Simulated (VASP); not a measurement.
# MgH2 (P4_2/mnm) in VASP: a series of runs

Runs on MgH2. Level: PBE. Tasks: single point.

Everything below comes from runs of VASP 6.6.1. Logs are shortened: lines on timing, memory, paths and dates and some standing lists are left out, and cuts for length are marked.

## Step 1: The crystal as given

It takes space group P4_2/mnm (No. 136, tetragonal). The conventional cell has a = 4.484 Å, b = 4.484 Å, c = 2.998 Å, α = 90.00°, β = 90.00°, γ = 90.00°. H (site symmetry m2m) has 3 Mg at 1.94 Å as nearest neighbours. Around Mg (site symmetry mmm) lie 6 H at 1.94 Å.

## Step 2: Single point, PBE

INCAR reads:

```
SYSTEM = MgH2
ALGO     = Normal         ! electronic algorithm
EDIFF    = 1E-6           ! SCF threshold, eV
ENCUT    = 520            ! plane-wave cutoff, eV
GGA      = PE             ! functional
ISIF     = 2              ! what is computed and relaxed
ISMEAR   = -1             ! smearing method
LASPH    = .True.         ! aspherical terms in the spheres
LCHARG   = .False.        ! write CHGCAR
LREAL    = .False.        ! projectors in reciprocal space
LWAVE    = .False.        ! write WAVECAR
NBANDS   = 13             ! bands
NELM     = 100            ! most SCF steps
PREC     = Accurate       ! precision mode
SIGMA    = 0.1            ! smearing width, eV
```

KPOINTS reads:

```
k-points
0
Gamma
  4 4 6
  0 0 0
```

POSCAR reads:

```
MgH2
1.0
    4.4836760000      0.0000000000      0.0000000000
    0.0000000000      4.4836760000      0.0000000000
    0.0000000000      0.0000000000      2.9983490000
H Mg
4 2
Direct
    0.3060000000      0.3060000000      0.0000000000
    0.1940000000      0.8060000000      0.5000000000
    0.6940000000      0.6940000000      0.0000000000
    0.8060000000      0.1940000000      0.5000000000
    0.0000000000      0.0000000000      0.0000000000
    0.5000000000      0.5000000000      0.5000000000
```

Potentials or basis: VASP PAW PBE potentials, release 64 (H, Mg).

Started as:

```console
> cat potpaw_PBE.64/H/POTCAR potpaw_PBE.64/Mg/POTCAR > POTCAR
> mpirun -np 1 vasp_std > vasp.out
```

OUTCAR:

```text
SYSTEM = MgH2
   EDIFF = 1E-6
   ENCUT = 520
   GGA = PE
   ISIF = 2
   ISMEAR = -1
   LASPH = .True.
   LREAL = .False.
   NELM = 100
   PREC = Accurate

 ion  position               nearest neighbor table
   1  0.306  0.306  0.000-   6 1.94   6 1.94   5 1.94
   2  0.194  0.806  0.500-   5 1.94   5 1.94   6 1.94
   3  0.694  0.694  0.000-   6 1.94   6 1.94   5 1.94
   4  0.806  0.194  0.500-   5 1.94   5 1.94   6 1.94
   5  0.000  0.000  0.000-   2 1.94   4 1.94   2 1.94   4 1.94   3 1.94   1 1.94   6 3.51   6 3.51
                             6 3.51   6 3.51   6 3.51   6 3.51   6 3.51   6 3.51
   6  0.500  0.500  0.500-   1 1.94   3 1.94   1 1.94   3 1.94   2 1.94   4 1.94   5 3.51   5 3.51
                             5 3.51   5 3.51   5 3.51   5 3.51   5 3.51   5 3.51

  LATTYP: Found a simple tetragonal cell.
 ALAT       =     4.4836760000
 C/A-ratio  =     0.6687256171

  Lattice vectors:

 A1 = (   4.4836760000,   0.0000000000,   0.0000000000)
 A2 = (   0.0000000000,   4.4836760000,   0.0000000000)
 A3 = (   0.0000000000,   0.0000000000,   2.9983490000)

Analysis of symmetry for initial positions (statically):
=====================================================================
 Subroutine PRICEL returns:
 Original cell was already a primitive cell.

 Routine SETGRP: Setting up the symmetry group for a
 simple tetragonal supercell.

 Subroutine GETGRP returns: Found 16 space group operations
 (whereof  8 operations were pure point group operations)
 out of a pool of 16 trial point group operations.

The static configuration has the point symmetry D_2h.
 The point group associated with its full space group is D_4h.

Analysis of symmetry for dynamics (positions and initial velocities):
=====================================================================
 Subroutine PRICEL returns:
 Original cell was already a primitive cell.

 Routine SETGRP: Setting up the symmetry group for a
 simple tetragonal supercell.

 Subroutine GETGRP returns: Found 16 space group operations
 (whereof  8 operations were pure point group operations)
 out of a pool of 16 trial point group operations.

The dynamic configuration has the point symmetry D_2h.
 The point group associated with its full space group is D_4h.

 Subroutine INISYM returns: Found 16 space group operations
 (whereof  8 operations are pure point group operations),
 and found     1 'primitive' translations

----------------------------------------------------------------------------------------

                                     Primitive cell

  volume of cell :      60.2769

  direct lattice vectors                    reciprocal lattice vectors
     4.483676000  0.000000000  0.000000000     0.223031281  0.000000000  0.000000000
     0.000000000  4.483676000  0.000000000     0.000000000  0.223031281  0.000000000
     0.000000000  0.000000000  2.998349000     0.000000000  0.000000000  0.333516879

  length of vectors
     4.483676000  4.483676000  2.998349000     0.223031281  0.223031281  0.333516879

  position of ions in fractional coordinates (direct lattice)
     0.306000000  0.306000000  0.000000000
     0.194000000  0.806000000  0.500000000
     0.694000000  0.694000000  0.000000000
     0.806000000  0.194000000  0.500000000
     0.000000000  0.000000000  0.000000000
     0.500000000  0.500000000  0.500000000

  ion indices of the primitive-cell ions
   primitive index   ion index
                 1           1
                 2           2
                 3           3
                 4           4
                 5           5
                 6           6

----------------------------------------------------------------------------------------

 KPOINTS: k-points

Automatic generation of k-mesh.
 Grid dimensions read from file:
 generate k-points for:    4    4    6

 Generating k-lattice:

  Cartesian coordinates                     Fractional coordinates (reciprocal lattice)
     0.055757820  0.000000000  0.000000000     0.250000000  0.000000000  0.000000000
     0.000000000  0.055757820  0.000000000     0.000000000  0.250000000  0.000000000
     0.000000000  0.000000000  0.055586146     0.000000000  0.000000000  0.166666667

  Length of vectors
     0.055757820  0.055757820  0.055586146

  Shift w.r.t. Gamma in fractional coordinates (k-lattice)
     0.000000000  0.000000000  0.000000000

 Subroutine IBZKPT returns following result:
 ===========================================

 Found     24 irreducible k-points:

 Following reciprocal coordinates:
            Coordinates               Weight
  0.000000  0.000000  0.000000      1.000000
  0.250000  0.000000  0.000000      4.000000
  0.500000  0.000000  0.000000      2.000000
  0.250000  0.250000  0.000000      4.000000
  0.500000  0.250000  0.000000      4.000000
  0.500000  0.500000  0.000000      1.000000
[... 16 lines left out ...]
  0.500000  0.250000  0.500000      4.000000
  0.500000  0.500000  0.500000      1.000000
   k-points           NKPTS =     24   k-points in BZ     NKDIM =     24   number of bands    NBANDS=     13
   number of dos      NEDOS =    301   number of ions     NIONS =      6
   total plane-waves  NPLWV =  31104
   dimension x,y,z NGX =    36 NGY =   36 NGZ =   24
   dimension x,y,z NGXF=    72 NGYF=   72 NGZF=   48
   ions per type =               4   2
   NGX,Y,Z   is equivalent  to a cutoff of  13.35, 13.35, 13.31 a.u.
   NGXF,Y,Z  is equivalent  to a cutoff of  26.70, 26.70, 26.61 a.u.
 SYSTEM =  MgH2
   PREC   = accura    normal or accurate (medium, high low for compatibility)
   ISTART =      0    job   : 0-new  1-cont  2-samecut
   ICHARG =      2    charge: 1-file 2-atom 10-const
   ISPIN  =      1    spin polarized calculation?
   LNONCOLLINEAR =      F non collinear calculations
   LSORBIT =      F    spin-orbit coupling
   LASPH  =      T    aspherical Exc in radial PAW
   ENCUT  =  520.0 eV  38.22 Ry    6.18 a.u.   8.34  8.34  5.57*2*pi/ulx,y,z
   NELM   =    100;   NELMIN=  2; NELMDL= -5     # of ELM steps
   EDIFF  = 0.1E-05   stopping-criterion for ELM
   LREAL  =      F    real-space projection
   EDIFFG = 0.1E-04   stopping-criterion for IOM
   NSW    =      0    number of steps for IOM
   IBRION =     -1    ionic relax: 0-MD 1-quasi-New 2-CG
   NFREE  =      0    steps in history (QN), initial steepest desc. (CG)
   ISIF   =      2    stress and relaxation
   ISYM   =      2    0-nonsym 1-usesym 2-fastsym
   POTIM  = 0.5000    time-step for ionic-motion
   TEBEG  =    0.0;   TEEND  =   0.0 temperature during run
   PSTRESS=    0.0 pullay stress
   NELECT =       8.0000    total number of electrons
   NUPDOWN=      -1.0000    fix difference up-down
   EMIN   =  10.00;   EMAX   =-10.00  energy-range for DOS
   EFERMI =   0.00;   METHOD = LEGACY
   ISMEAR =    -1;   SIGMA  =   0.10  broadening in eV -4-tet -1-fermi 0-gaus
   EFERMI_NEDOS =   21; number of points for ismear=-14 and -15
   IALGO  =     38    algorithm
   IMIX   =      4    mixing-type and parameters
     AMIX     =   0.40;   BMIX     =  1.00
     AMIX_MAG =   1.60;   BMIX_MAG =  1.00
  volume/ion in A,a.u.               =      10.05        67.79
  Fermi-wavevector in a.u.,A,eV,Ry     =   0.835067  1.578048  9.487843  0.697337
  Thomas-Fermi vector in A             =   1.948563
   LORBIT       =      0    0 simple, 1 ext, 2 COOP (PROOUT), +10 PAW based schemes
   GGA     = PE    functional components
   LHFCALC =     F    Hartree Fock is set to
   AEXX    =    0.0000 exact exchange contribution
   IVDW    =     0    specifies the selected vdW correction
   LEPSILON=     F    determine dielectric tensor
   LRPA    =     F    only Hartree local field effects (RPA)
 non-spin polarized calculation
  energy-cutoff  :      520.00
  volume of cell :       60.28
 maximum number of plane-waves:      1648
 NGX is ok and might be reduce to    36
   NGX = 17   NGY = 17   NGZ = 11

 number of electron       8.0000002 magnetization

 Free energy of the ion-electron system (eV)
  ---------------------------------------------------
  ext. energy  EPLUGINS =         0.00000000
  ---------------------------------------------------
  free energy    TOTEN  =       -17.64878713 eV

  energy without entropy =      -17.64878713  energy(sigma->0) =      -17.64878713

 E-fermi :   1.5001     XC(G=0):  -8.4591

 val. band max:       -0.5734995350   @ k =   0.2500   0.0000   0.0000
 cond. band min:       3.3915240422   @ k =   0.5000   0.5000   0.5000
 fundamental gap:      3.9650235772
 Fermi energy:         1.5001243240

 k-point     1 :       0.0000    0.0000    0.0000
  band No.  band energies     occupation
      1      -7.0426      2.00000
      2      -1.9760      2.00000
      3      -1.9760      2.00000
      4      -1.0134      2.00000
      5       4.2029      0.00000
      6       4.6502      0.00000
      7       8.7045      0.00000
      8       8.7045      0.00000
      9      10.4948      0.00000
     10      10.8486      0.00000
     11      11.7966      0.00000
     12      14.7128      0.00000
     13      14.7128      0.00000

 k-point     2 :       0.2500    0.0000    0.0000
  band No.  band energies     occupation
      1      -6.6251      2.00000
      2      -3.5583      2.00000
      3      -1.7037      2.00000
      4      -0.5735      2.00000
      5       4.2574      0.00000
      6       5.9890      0.00000
      7       6.6686      0.00000
      8       9.6601      0.00000
      9      11.2371      0.00000
     10      12.6101      0.00000
     11      12.9776      0.00000
[... 339 lines left out ...]
 k-point    24 :       0.5000    0.5000    0.5000
  band No.  band energies     occupation
      1      -2.4482      2.00000
      2      -2.4482      2.00000
      3      -1.4730      2.00000
      4      -1.4730      2.00000
      5       3.3915      0.00000
      6       3.3915      0.00000
      7       3.6562      0.00000
      8       3.6562      0.00000
      9      12.5775      0.00000
     10      12.5775      0.00000
     11      13.9077      0.00000
     12      13.9077      0.00000
     13      15.8296      0.00000

------------------------ aborting loop because EDIFF is reached ----------------------------------------

  FORCE on cell =-STRESS in cart. coord.  units (eV):
  Direction    XX          YY          ZZ          XY          YZ          ZX
  --------------------------------------------------------------------------------------
  -------------------------------------------------------------------------------------
  Total        0.2634486      0.2634486      0.3444654     -0.0000000      0.0000000      0.0000000
  in kB        7.0025434      7.0025434      9.1559944     -0.0000000      0.0000000      0.0000000
  external PRESSURE =       7.7203604 kB  Pullay stress =       0.0000000 kB

 VOLUME and BASIS-vectors are now :
 -----------------------------------------------------------------------------
  energy-cutoff  :      520.00
  volume of cell :       60.28
      direct lattice vectors                 reciprocal lattice vectors
     4.483676000  0.000000000  0.000000000     0.223031281  0.000000000  0.000000000
     0.000000000  4.483676000  0.000000000     0.000000000  0.223031281  0.000000000
     0.000000000  0.000000000  2.998349000     0.000000000  0.000000000  0.333516879

 POSITION                                       TOTAL-FORCE (eV/Angst)
 -----------------------------------------------------------------------------------
      1.37200      1.37200      0.00000        -0.048513     -0.048513      0.000000
      0.86983      3.61384      1.49917         0.048513     -0.048513      0.000000
      3.11167      3.11167      0.00000         0.048513      0.048513      0.000000
      3.61384      0.86983      1.49917        -0.048513      0.048513      0.000000
      0.00000      0.00000      0.00000         0.000000      0.000000      0.000000
      2.24184      2.24184      1.49917         0.000000      0.000000      0.000000
 -----------------------------------------------------------------------------------
    total drift:                                0.000000      0.000000     -0.000000

  FREE ENERGIE OF THE ION-ELECTRON SYSTEM (eV)
  ---------------------------------------------------
  free  energy   TOTEN  =       -17.6487871326 eV

  energy  without entropy=      -17.6487871313  energy(sigma->0) =      -17.64878713
```

Run time: 10 s. Hardware: 1 thread of AMD EPYC 9R45 (Zen 5), shared host; peak memory 0.15 GiB.

Results:

```yaml
Free_energy: -17.6488 eV
Pressure: 0.8 GPa
Largest_force: 0.069 eV/Å
Band_gap_on_the_k_mesh: 3.97 eV, indirect (least direct gap 4.73 eV)
```

Forces in eV/Å, atoms in the order of the input:
```
H   -0.049 -0.049  0.000
H    0.049 -0.049  0.000
H    0.049  0.049  0.000
H   -0.049  0.049  0.000
Mg   0.000  0.000  0.000
Mg   0.000  0.000  0.000
```

A k mesh can miss the band edges. A hybrid or GW would open this gap; PBE tends to underestimate it.

(Continued in part 2 of 2.)
